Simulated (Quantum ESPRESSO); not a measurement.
**P under changes of volume**

One of the cells (20.458 Å³/atom); the others are scaled copies at fixed shape and fractional positions:

```
CELL_PARAMETERS angstrom
1.64774 -5.46504 0.00000
1.64774 5.46504 0.00000
0.00000 0.00000 4.54364
ATOMIC_POSITIONS crystal
P 0.90414 0.09586 0.58882
P 0.09586 0.90414 0.41118
P 0.59586 0.40414 0.08882
P 0.40414 0.59586 0.91118
```

```yaml
Program: Quantum ESPRESSO 7.5
Functional: LDA
Potentials_or_basis: GBRV 1.5 LDA
Cutoff: 612 eV
Density_cutoff: 4898 eV
k_mesh: 8 × 8 × 6
Occupations: fermi-dirac, width 0.05 eV
Spin: no spin polarisation
```

| volume (Å³/atom) | energy over the lowest point (meV/atom) | pressure (GPa) | gap on the mesh (eV) | largest force (eV/Å) |
| --- | --- | --- | --- | --- |
| 19.230 | 5.98 | 3.0 | 0.07 | 0.753 |
| 19.639 | 0.73 | 1.1 | 0.06 | 0.552 |
| 20.049 | 0.00 | -0.6 | 0.04 | 0.368 |
| 20.458 | 3.33 | -2.1 | 0.02 | 0.207 |
| 20.867 | 10.28 | -3.4 | 0.01 | 0.107 |
| 21.276 | ? | ? | ? | ? |
| 21.685 | 33.60 | -5.7 | 0.08 | 0.300 |

Problem. What does the run at 21.276 Å³/atom give?

Solution. Energy over the lowest point 20.49 meV/atom; pressure -4.6 GPa; gap on the mesh 0.05 eV; largest force 0.175 eV/Å.

Worked out: A Birch-Murnaghan fit of order 3 (a polynomial in V^(-2/3)) to the other rows has its minimum at 19.91 Å³/atom with B0 = V·E''(V) = 80 GPa and B' = 4.4 at fixed shape and positions, which overstates the stiffness. It gives 20.48 meV/atom at 21.276 Å³/atom, against the run's 20.49, and -dE/dV = -4.6 GPa, against -4.6.

Energies are extrapolated to zero smearing.

A mesh can miss the band edges.
